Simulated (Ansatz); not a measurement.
A run of Ansatz 0.2.0 is set up as follows.

The input input.yaml:

```yaml
crystal:
  lattice:
    - [3.232, 0.0, 0.0]
    - [-1.616, 2.798994105, 0.0]
    - [0.0, 0.0, 5.147]
  atoms:
    - { symbol: Zr, position: [0.6666666667, 0.3333333333, 0.75] }
    - { symbol: Zr, position: [0.3333333333, 0.6666666667, 0.25] }
kpoints:
  mp_grid: { grid: [9, 9, 5] }
scf:
  occupations: { method: fermi_dirac, width: 0.05 }
hamiltonian:
  xc: pbesol
  pseudopotentials: { kind: all_electron, lapw: { basis_error: 0.001 } }
output:
  forces: true
  stress: true
relax:
  f_tol: 0.005
  max_steps: 60
  cell: {}
```

Potentials or basis: all-electron LAPW, scalar-relativistic.

Launch:

```bash
$ ansatz run input.yaml --threads 1 --pin off --max-ram 3072MiB --backend cpu --events-out ev --progress --plain --runs-dir out
```

What does it give for the relaxed volume?

22.47 Å³/atom.

What does it give for the space group after relaxing (to 0.05 Å)?

P6_3/mmc (No. 194).

Estimate the relaxed cell.

a = 3.182 Å, b = 3.182 Å, c = 5.125 Å, α = 90.00°, β = 90.00°, γ = 120.00°.

The path:
| step | energy change (eV) | largest force (eV/Å) | volume (Å³) |
| --- | --- | --- | --- |
| 1 | 0.0000 | 0.0000 | 46.56 |
| 2 | -0.0176 | 0.0000 | 45.04 |
| 3 | -0.0177 | 0.0000 | 44.94 |
| 4 | -0.0178 | 0.0000 | 44.94 |
| 5 | -0.0178 | 0.0000 | 44.94 |
